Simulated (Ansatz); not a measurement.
# F: a sweep of the smearing

An exercise on one series of results from a longer session: the logs are not shown, and one member is left open.

Computed with Ansatz 0.2.0 (DFT, PBE, all-electron LAPW, scalar-relativistic, unless a step's input says otherwise).

### Starting point

It takes space group Im-3m (No. 229, cubic). The conventional cell has a = 2.722 Å, b = 2.722 Å, c = 2.722 Å, α = 90.00°, β = 90.00°, γ = 90.00°. Around F (site symmetry m-3m) lie 8 F at 2.36 Å.

Structure file:

```cif
data_structure
_symmetry_space_group_name_H-M 'P 1'
_symmetry_Int_Tables_number 1
_cell_length_a 2.3570
_cell_length_b 2.3570
_cell_length_c 2.3570
_cell_angle_alpha 109.471
_cell_angle_beta 109.471
_cell_angle_gamma 109.471
_cell_volume 10.08
loop_
_atom_site_label
_atom_site_type_symbol
_atom_site_fract_x
_atom_site_fract_y
_atom_site_fract_z
_atom_site_occupancy
F1 F 0.00000 0.00000 0.00000 1
```

The structure (bcc type) was typed from a prototype and relaxed by PAW; whether it is the ground state wasn't tested.

Set-up of the first run:

Contents of input.yaml:

```yaml
crystal:
  lattice:
    - [-1.3608131478, 1.3608131478, 1.3608131478]
    - [1.3608131478, -1.3608131478, 1.3608131478]
    - [1.3608131478, 1.3608131478, -1.3608131478]
  atoms:
    - { symbol: F, position: [0.0, 0.0, 0.0] }
kpoints:
  mp_grid: { grid: [18, 18, 18] }
scf:
  occupations: { method: gaussian, width: 0.2 }
hamiltonian:
  xc: pbe
  pseudopotentials: { kind: all_electron, lapw: { basis_error: 0.0005 } }
output:
  forces: true
  stress: true
  eigenvalues: true
```

Launch:

```sh
> ansatz run input.yaml --threads 1 --pin off --max-ram 2048MiB --backend cpu --events-out ev --progress --plain --runs-dir out
```

Steps of the session up to this table: With Gaussian smearing of 0.2 eV; With cold smearing of 0.15 eV; With Fermi–Dirac smearing of 0.01 eV; With Fermi–Dirac smearing of 0.15 eV; With tetrahedron filling.

One of the session's tables, all rows but one given; the rest of the session is left out.

| smearing | energy from the first row (meV/atom) |
| --- | --- |
| Gaussian smearing of 0.2 eV | 0.00 |
| cold smearing of 0.15 eV | 2.09 |
| Fermi–Dirac smearing of 0.01 eV | 2.78 |
| Fermi–Dirac smearing of 0.15 eV | -10.95 |
| tetrahedron filling | ? |

**Question.** Estimate the row for tetrahedron filling.

As computed: energy from the first row (meV/atom): 2.12. In the column «energy from the first row (meV/atom)» it lies between cold smearing of 0.15 eV (2.09) and Fermi–Dirac smearing of 0.01 eV (2.78).

Energies are those extrapolated to zero smearing.

Limits of these values: F has an odd count of electrons, so a run without spin can force a false metal and spoil its energy. Warnings in the runs' records: band table not solved further, tetrahedron derivatives may miss energy slope.
